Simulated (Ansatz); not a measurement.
System: α-quartz-type GeO₂ (metastable phase). Method: HSE06 (Ansatz, an electronic-structure program, PAW).

Output (set-up and result lines):

```
WARN output.stress: scf.exx.energy_threshold = 1e-6 eV is looser than the 9e-8 eV advised for a stress under a hybrid functional (1e-8 eV for each atom of the …
Crystal: 9 atoms, lattice volume = 121.734 Å³
Basis set: ecut = 460 eV, 2701 PW (Γ), exchange–correlation on 72×72×80 points (8 copies of the dense FFT grid, shifted against one another)
Bands: 48, of which v1, the nominal top of the filled ones, is band 39 counted from 1 (38 counted from 0)
Symmetry: 6 space group operations
Space group: P3221 (ITA 154), of the structure as read, at distance tolerance 5.0e-5 Å
k-points: 24 of 144 (time reversal used)
SCF iter   1: F=—  HF=-16289.006539 eV  |F-HF|=—  |Δ(HF+E_count)|=         —  Δρ=1.62e-3  dr2=6.81e-4
SCF iter   2: F=-16289.008672 eV  HF=-16289.008106 eV  |F-HF|=5.65e-4  |Δ(HF+E_count)|=   1.57e-3  Δρ=7.59e-4  dr2=1.45e-4
Crystal: 9 atoms, lattice volume = 121.734 Å³
Initial density: handed on by an earlier stage of this run
  ...
Crystal: 9 atoms, lattice volume = 121.734 Å³
SCF 3 converged in 5 iterations: F = -16290.739106 eV  dr2 = 4.48e-10
Crystal: 9 atoms, lattice volume = 121.734 Å³
SCF iter   1: F=—  HF=-16290.739106 eV  |F-HF|=—  |Δ(HF+E_count)|=         —  Δρ=2.40e-6  dr2=2.04e-9
SCF iter   2: F=-16290.739106 eV  HF=-16290.739106 eV  |F-HF|=7.28e-11  |Δ(HF+E_count)|=  3.93e-10  Δρ=8.67e-7  dr2=2.69e-10
SCF 4 converged in 2 iterations: F = -16290.739106 eV  dr2 = 2.69e-10
Free energy (F): -16290.739106 eV
Internal energy: -16290.739106 eV  (E = F + TS)
E sigma→0 (E₀):  -16290.739106 eV
Fermi energy:    5.156870 eV
--- Forces (eV/Å), atoms counted from 1 ---
  atom   1  Ge     0.03185872    -0.05518092    -0.00000000
  atom   2  Ge     0.03185872     0.05518092     0.00000000
  atom   3  Ge    -0.06371744    -0.00000000    -0.00000000
  atom   4  O     -0.19903774     0.25778981    -0.26853305
  atom   5  O     -0.12373365    -0.30126664    -0.26853305
  atom   6  O     -0.12373365     0.30126664     0.26853305
  atom   7  O     -0.19903774    -0.25778981     0.26853305
  atom   8  O      0.32277139    -0.04347683     0.26853305
  atom   9  O      0.32277139     0.04347683    -0.26853305
--- Stress (GPa, compression-positive) ---
       -2.178765       0.000000      -0.000000
        0.000000      -2.178765       0.000000
       -0.000000       0.000000      -2.096242
  P = ⅓ Tr σ = -2.1513 GPa (-21.513 kbar)
```

Q: Write an input file that produces this run.

A: One answer among several that fit: 
Ansatz 0.2 input:
```yaml
crystal:
  lattice:
    - [4.9870001797, 0.0, 0.0]
    - [-2.4935000899, 4.3188688443, 0.0]
    - [0.0, 0.0, 5.652]
  atoms:
    - { symbol: Ge, position: [0.0, 0.4497894446, 0.3333333333] }
    - { symbol: Ge, position: [0.5502105554, 0.5502105554, 0.0] }
    - { symbol: Ge, position: [0.4497894446, 0.0, 0.6666666667] }
    - { symbol: O, position: [0.3057666352, 0.3933852987, 0.246945897] }
    - { symbol: O, position: [0.6066147013, 0.9123813366, 0.9136125637] }
    - { symbol: O, position: [0.6942333648, 0.0876186634, 0.4197207696] }
    - { symbol: O, position: [0.9123813366, 0.6066147013, 0.0863874363] }
    - { symbol: O, position: [0.3933852987, 0.3057666352, 0.753054103] }
    - { symbol: O, position: [0.0876186634, 0.6942333648, 0.5802792304] }
basis:
  ecutwfc: 460
  ecutrho_ratio: 4
  xc_grid: 2
kpoints:
  mp_grid: { grid: [6, 6, 4] }
  band_path: { path: [[0, 0, 0], [0.0, 0.354167, 0.09375]], npoints: 1 }
hamiltonian:
  xc: hse06
  dispersion: none
  pseudopotentials: { kind: paw }
scf:
  occupations: { method: fermi_dirac, width: 0.01 }
  convergence: { dr2_threshold: 0.0000000009 }
output:
  forces: true
  stress: true
  eigenvalues: true
  write_bands: true
```

The PAW data were made under PBE.

Note: cell and atoms aren't relaxed at this level (largest force 0.32 eV/Å, pressure -2.2 GPa).
